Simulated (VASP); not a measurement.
Wanted: the native input for a VASP 6.6.1 run.

```
Task                   : relaxation of cell and atoms
Functional             : LDA
Potentials or basis    : VASP PAW LDA potentials, release 64 (Si)
Cutoff                 : 600 eV
k mesh                 : 12 × 12 × 11
Occupations            : fermi-dirac, width 0.05 eV
Spin                   : no spin polarisation
Further INCAR settings : ALGO = Normal; EDIFF = 1e-06; IBRION = 2; EDIFFG = -0.02; NSW = 40; ISIF = 3
```

The structure of Si lies in POSCAR:

```
Si
1.0
    2.6205428149      0.0000000000      0.0000000000
   -1.3102714075      2.2694566494      0.0000000000
    0.0000000000      0.0000000000      2.4663543900
Si
1
Direct
    0.0000000000      0.0000000000      0.0000000000
```

This isn't the form of Si at room conditions, which is diamond.

The input as run:

INCAR

```
  ALGO = Normal
  EDIFF = 1E-6
  EDIFFG = -0.02
  ENCUT = 600
  GGA = CA
  IBRION = 2
  ISIF = 3
  ISMEAR = -1
  LASPH = True
  LCHARG = False
  LREAL = False
  LWAVE = False
  NELM = 60
  NSW = 40
  PREC = Accurate
  SIGMA = 0.05
```

KPOINTS

```
k-points
0
Gamma
  12 12 11
```

Potentials or basis: VASP PAW LDA potentials, release 64 (Si).

Run with:

```bash
$ cat potpaw_LDA.64/Si/POTCAR > POTCAR
$ mpirun -np 1 vasp_std > vasp.out
```

Results of the run:

```yaml
Relaxed_volume: 14.55 Å³/atom
Relaxed_cell: a = 2.602 Å, b = 2.602 Å, c = 2.480 Å, α = 90.00°, β = 90.00°, γ = 120.00°
Space_group_after_relaxing_to_0.05_Å: P6/mmm (No. 191)
Energy_gained_by_relaxing: 2.0 meV/atom
Ionic_steps: 3
Pressure_after_relaxing: -0.1 GPa
Band_gap_on_the_k_mesh: none (metal or under the smearing width)
```

It took 11 s on 1 thread of AMD EPYC 9R45 (Zen 5), with other jobs on the host, peak memory 0.09 GiB.
